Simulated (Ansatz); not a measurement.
## Al2Cu: field gradients at two levels of theory

Cell: an entry of the Crystallography Open Database (COD), whose atoms a relaxation with PBE at fixed cell left in place.

Space group I4/mcm (No. 140); a = 6.0670, c = 4.8770 Å.

| site | Wyckoff | site symmetry | x | y | z |
| --- | --- | --- | --- | --- | --- |
| Al | 8h | m.2m | 0.1581 | 0.6581 | 0.5000 |
| Cu | 4a | 422 | 0.0000 | 0.0000 | 0.7500 |

One atom of each set is listed; the run and its k-mesh use a cell of 6 atoms with edges of 4.93, 4.93, 4.93 Å.

First run. Computed with Ansatz: DFT, PBE, plane waves and PAW, scalar-relativistic, 420 eV cutoff, Γ-centred 12×12×12 k-points, Fermi–Dirac smearing 0.05 eV.

```tsv
site	V_zz (10²¹ V/m²)	η
Al	-0.76	0.61
Cu	-2.80	0.00
```

Second run. The same atoms and settings, except that the functional is PBEsol.

Q: What does the second run give?

A: 

| site | V_zz | η | change of V_zz |
| --- | --- | --- | --- |
| Al | -0.77 | 0.57 | -0.01 |
| Cu | -2.78 | 0.00 | +0.02 |

No V_zz moves by more than 0.02.

The run finds no gap above 0.1 eV (a metal, or nearly one), so the gradients can move by 10 % or more with the k-mesh.
